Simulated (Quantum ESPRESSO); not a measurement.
# Ag (Im-3m) in Quantum ESPRESSO: reference runs

Aim: a first look at Ag with PBEsol, on the cell as given and on a disturbed one.

Everything below comes from runs of Quantum ESPRESSO 7.5. Logs are shortened: lines on timing, memory, paths and dates and some standing lists are left out, and cuts for length are marked.

## Step 1: The structure

Symmetry: Im-3m, No. 229, cubic system. The conventional cell has a = 3.311 Å, b = 3.311 Å, c = 3.311 Å, α = 90.00°, β = 90.00°, γ = 90.00°. Ag (site symmetry m-3m) has 8 Ag at 2.87 Å as nearest neighbours.

This isn't the form of Ag at room conditions, which is fcc.

## Step 2: Single point, PBEsol

Input file pw.in:

```
&CONTROL
  calculation = 'scf'
  prefix = 'pwscf'
  outdir = './tmp'
  pseudo_dir = './pseudo'
  tprnfor = .true.
  tstress = .true.
  disk_io = 'low'
/
&SYSTEM
  ibrav = 0
  nat = 1
  ntyp = 1
  ecutwfc = 56
  ecutrho = 448
  nbnd = 16
  occupations = 'smearing'
  smearing = 'fd'
  degauss = 0.00367493
/
&ELECTRONS
  conv_thr = 2d-10
  electron_maxstep = 120
  mixing_beta = 0.5
/
ATOMIC_SPECIES
Ag   107.8682 ag_pbesol_v1.4.uspp.F.UPF
CELL_PARAMETERS angstrom
  -1.6556540000    1.6556540000    1.6556540000
   1.6556540000   -1.6556540000    1.6556540000
   1.6556540000    1.6556540000   -1.6556540000
ATOMIC_POSITIONS crystal
Ag     0.0000000000    0.0000000000    0.0000000000
K_POINTS automatic
11 11 11 0 0 0
```

Input file pp_density.in:

```
&INPUTPP
  prefix = 'pwscf'
  outdir = './tmp'
  filplot = 'density.dat'
  plot_num = 0
/
&PLOT
  nfile = 1
  filepp(1) = 'density.dat'
  iflag = 3
  output_format = 6
  fileout = 'density.cube'
/
```

Input file pp_potential.in:

```
&INPUTPP
  prefix = 'pwscf'
  outdir = './tmp'
  filplot = 'potential.dat'
  plot_num = 11
/
&PLOT
  nfile = 1
  filepp(1) = 'potential.dat'
  iflag = 3
  output_format = 6
  fileout = 'potential.cube'
/
```

Potentials or basis: GBRV 1.5 PBEsol.

Launch:

```bash
$ OMP_NUM_THREADS=1 mpirun -n 2 pw.x -nk 2 -in pw.in > pw.out
$ OMP_NUM_THREADS=1 mpirun -n 1 pp.x -in pp_density.in > pp_density.out
$ OMP_NUM_THREADS=1 mpirun -n 1 pp.x -in pp_potential.in > pp_potential.out
```

pw.out:

```text
This program is part of the open-source Quantum ESPRESSO suite
     for quantum simulation of materials; please cite
[... 6 lines left out ...]
     using ibrav=0 with symmetry is DISCOURAGED, use correct ibrav instead

     K-points division:     npool     =       2
     Subspace diagonalization in iterative solution of the eigenvalue problem:
     a serial algorithm will be used

     G-vector sticks info
     --------------------
     sticks:   dense  smooth     PW     G-vecs:    dense   smooth      PW
     Sum         981     487    165                19477     6963    1289

     Using Slab Decomposition

     bravais-lattice index     =            0
     lattice parameter (alat)  =       5.4191  a.u.
     unit-cell volume          =     122.5083 (a.u.)^3
     number of atoms/cell      =            1
     number of atomic types    =            1
     number of electrons       =        19.00
     number of Kohn-Sham states=           16
     kinetic-energy cutoff     =      56.0000  Ry
     charge density cutoff     =     448.0000  Ry
     scf convergence threshold =      2.0E-10
     mixing beta               =       0.5000
     number of iterations used =            8  plain     mixing
     Exchange-correlation= SLA  PW   PSX  PSC
                           (   1   4  10   8   0   0   0)

     celldm(1)=   5.419124  celldm(2)=   0.000000  celldm(3)=   0.000000
     celldm(4)=   0.000000  celldm(5)=   0.000000  celldm(6)=   0.000000

     crystal axes: (cart. coord. in units of alat)
               a(1) = (  -0.577350   0.577350   0.577350 )
               a(2) = (   0.577350  -0.577350   0.577350 )
               a(3) = (   0.577350   0.577350  -0.577350 )

     reciprocal axes: (cart. coord. in units 2 pi/alat)
               b(1) = ( -0.000000  0.866025  0.866025 )
               b(2) = (  0.866025 -0.000000  0.866025 )
               b(3) = (  0.866025  0.866025  0.000000 )

     PseudoPot. # 1 for Ag read from file:
     ag_pbesol_v1.4.uspp.F.UPF
     Pseudo is Ultrasoft + core correction, Zval = 19.0
     Generated by new atomic code, or converted to UPF format
     Using radial grid of  887 points,  6 beta functions with:
                l(1) =   0
                l(2) =   0
                l(3) =   1
                l(4) =   1
                l(5) =   2
                l(6) =   2
     Q(r) pseudized with  6 coefficients,  rinner =    1.300   1.300   1.300
                                                       1.300   1.300

     atomic species   valence    mass     pseudopotential
     Ag               19.00   107.86820     Ag( 1.00)

     48 Sym. Ops., with inversion, found

   Cartesian axes

     site n.     atom                  positions (alat units)
         1        Ag     tau(   1) = (   0.0000000   0.0000000   0.0000000  )

     number of k points=    56  Fermi-Dirac smearing, width (Ry)=  0.0037
                       cart. coord. in units 2pi/alat
        k(    1) = (   0.0000000   0.0000000   0.0000000), wk =   0.0015026
        k(    2) = (   0.0787296   0.0787296   0.0000000), wk =   0.0180316
        k(    3) = (   0.1574592   0.1574592   0.0000000), wk =   0.0180316
        k(    4) = (   0.2361887   0.2361887   0.0000000), wk =   0.0180316
        k(    5) = (   0.3149183   0.3149183   0.0000000), wk =   0.0180316
        k(    6) = (   0.3936479   0.3936479   0.0000000), wk =   0.0180316
[... 48 lines left out ...]
        k(   55) = (  -0.7872958  -0.0787296  -0.0787296), wk =   0.0120210
        k(   56) = (  -0.0000000  -0.0000000   0.7872958), wk =   0.0090158

     Dense  grid:    19477 G-vectors     FFT dimensions: (  40,  40,  40)

     Smooth grid:     6963 G-vectors     FFT dimensions: (  25,  25,  25)

     Initial potential from superposition of free atoms

     starting charge      18.5000, renormalised to      19.0000
     Starting wfcs are   13 randomized atomic wfcs +    3 random wfcs

     Self-consistent Calculation

     iteration #  1     ecut=    56.00 Ry     beta= 0.50
     Davidson diagonalization with overlap
     ethr =  1.00E-02,  avg # of iterations =  4.7

     total energy              =    -295.08446200 Ry
     estimated scf accuracy    <       1.27978833 Ry

     iteration #  2     ecut=    56.00 Ry     beta= 0.50
     Davidson diagonalization with overlap
     ethr =  6.74E-03,  avg # of iterations =  2.0

     total energy              =    -295.49864056 Ry
     estimated scf accuracy    <       0.29023719 Ry

     iteration #  3     ecut=    56.00 Ry     beta= 0.50
     Davidson diagonalization with overlap
     ethr =  1.53E-03,  avg # of iterations =  2.0
[... 22 lines left out ...]
     total energy              =    -295.54831760 Ry
     estimated scf accuracy    <       0.00000004 Ry

     iteration #  7     ecut=    56.00 Ry     beta= 0.50
     Davidson diagonalization with overlap
     ethr =  1.85E-10,  avg # of iterations =  2.0

     total energy              =    -295.54831761 Ry
     estimated scf accuracy    <          6.7E-09 Ry

     iteration #  8     ecut=    56.00 Ry     beta= 0.50
     Davidson diagonalization with overlap
     ethr =  3.51E-11,  avg # of iterations =  2.0

     End of self-consistent calculation

          k = 0.0000 0.0000 0.0000 (   887 PWs)   bands (ev):

   -75.9149 -39.3390 -39.3390 -39.3390   8.4128  11.1629  11.1629  11.1629
    12.3853  12.3853  33.8039  33.8039  33.8039  38.9294  38.9295  39.3276

          k = 0.0787 0.0787 0.0000 (   893 PWs)   bands (ev):

   -75.9137 -39.3497 -39.3430 -39.3389   8.6706  11.1026  11.1737  11.3056
    12.3229  12.3899  32.8931  33.6154  33.9222  36.9660  37.1133  37.4104

          k = 0.1575 0.1575 0.0000 (   887 PWs)   bands (ev):

   -75.9107 -39.3781 -39.3534 -39.3385   9.3496  10.9444  11.2492  11.7067
    12.2189  12.4054  30.0336  32.4827  34.2134  34.9840  35.8762  37.0345

          k = 0.2362 0.2362 0.0000 (   874 PWs)   bands (ev):

   -75.9067 -39.4153 -39.3670 -39.3380   9.9183  10.7443  11.8497  12.2039
    12.2786  12.4332  26.4390  30.9391  32.6952  34.5405  35.6945  38.4691
[... 248 lines left out ...]
   -75.8913 -39.4447 -39.4311 -39.4239  10.0978  10.1702  12.4876  12.6353
    13.0537  19.9567  22.4363  23.6700  28.4698  29.6741  31.8279  42.3453

          k =-0.7873-0.0787-0.0787 (   862 PWs)   bands (ev):

   -75.8904 -39.4416 -39.4416 -39.4263  10.0306  10.0306  12.5655  12.9984
    12.9984  21.9721  22.0318  22.0318  29.4352  29.6264  29.6264  42.4765

          k =-0.0000-0.0000 0.7873 (   856 PWs)   bands (ev):

   -75.8896 -39.4406 -39.4392 -39.4392   9.9105   9.9288  12.9805  12.9805
    13.0358  21.5662  22.7472  22.7472  28.0341  28.7781  29.5299  42.8789

     the Fermi energy is    15.7666 ev

!    total energy              =    -295.54831761 Ry
     estimated scf accuracy    <          2.7E-11 Ry
     smearing contrib. (-TS)   =      -0.00025751 Ry
     internal energy E=F+TS    =    -295.54806011 Ry

     The total energy is F=E-TS. E is the sum of the following terms:
     one-electron contribution =    -131.26025676 Ry
     hartree contribution      =      74.33393075 Ry
     xc contribution           =     -28.67038381 Ry
     ewald contribution        =    -209.95135028 Ry

     convergence has been achieved in   8 iterations

     Forces acting on atoms (cartesian axes, Ry/au):

     atom    1 type  1   force =     0.00000000    0.00000000    0.00000000

     Total force =     0.000000     Total SCF correction =     0.000000

     Computing stress (Cartesian axis) and pressure

          total   stress  (Ry/bohr**3)                   (kbar)     P=      -76.22
  -0.00051815  -0.00000000  -0.00000000          -76.22       -0.00       -0.00
  -0.00000000  -0.00051815  -0.00000000           -0.00      -76.22       -0.00
  -0.00000000  -0.00000000  -0.00051815           -0.00       -0.00      -76.22

=------------------------------------------------------------------------------=
   JOB DONE.
=------------------------------------------------------------------------------=
```

pp_potential.out:

```text
This program is part of the open-source Quantum ESPRESSO suite
     for quantum simulation of materials; please cite
         "P. Giannozzi et al., J. Phys.:Condens. Matter 21 395502 (2009);
         "P. Giannozzi et al., J. Phys.:Condens. Matter 29 465901 (2017);
         "P. Giannozzi et al., J. Chem. Phys. 152 154105 (2020);
     in publications or presentations arising from this work. More details at

     IMPORTANT: XC functional enforced from input :
     Exchange-correlation= PBESOL
                           (   1   4  10   8   0   0   0)
     Any further DFT definition will be discarded
     Please, verify this is what you really want

     G-vector sticks info
     --------------------
     sticks:   dense  smooth     PW     G-vecs:    dense   smooth      PW
     Sum         981     487    165                19477     6963    1289

     Using Slab Decomposition

     Calling punch_plot, plot_num =  11
     Writing data to file  potential.dat
     Reading data from file  potential.dat

     Writing data to be plotted to file potential.cube
     Plot Type: 3D                     Output format: Gaussian cube

=------------------------------------------------------------------------------=
   JOB DONE.
=------------------------------------------------------------------------------=
```

Run time: 6.2 s. Hardware: 2 MPI ranks of Arm Neoverse V2, shared host; peak memory 0.16 GiB.

What came out:

| Quantity | Value |
| --- | --- |
| Free energy | -4021.1397 eV |
| Pressure | -7.6 GPa |
| Band gap on the k mesh | none (metal or under the smearing width) |

## Step 3: Single point, PBEsol (cell strained at random at fixed volume)

Edit pw.in of step 2 so:

```diff
@@ -7,3 +7,3 @@
   tstress = .true.
-  disk_io = 'low'
+  disk_io = 'nowf'
 /
@@ -28,7 +28,7 @@
 CELL_PARAMETERS angstrom
-  -1.6556540000    1.6556540000    1.6556540000
-   1.6556540000   -1.6556540000    1.6556540000
-   1.6556540000    1.6556540000   -1.6556540000
+  -1.6674370000    1.7096740000    1.6780030000
+   1.6448450000   -1.6624760000    1.6082140000
+   1.6497410000    1.6447800000   -1.6308050000
 ATOMIC_POSITIONS crystal
-Ag     0.0000000000    0.0000000000    0.0000000000
+Ag     0.0003600000   -0.0166410000   -0.0026680000
 K_POINTS automatic
```

Potentials or basis: GBRV 1.5 PBEsol.

Launch:

```bash
$ OMP_NUM_THREADS=1 mpirun -n 2 pw.x -nk 2 -in pw.in > pw.out
```

Wall time 40 s (2 MPI ranks of Arm Neoverse V2, shared host); peak memory 0.3 GiB.

Results (log left out):

```yaml
Free_energy: -4021.1372 eV
Pressure: -7.6 GPa
Band_gap_on_the_k_mesh: none (metal or under the smearing width)
```

Stress tensor (GPa, compression positive):
```
-7.61  0.48  0.60
 0.48 -7.30 -1.42
 0.60 -1.42 -7.74
```

Levels at points of the mesh, in eV from the Fermi level:
```csv
k point,band 7,band 8,band 9,band 10,band 11,band 12,band 13,band 14
"(0.00, 0.00, 0.00)",-4.67,-4.48,-3.44,-3.36,17.62,18.00,18.37,22.54
```
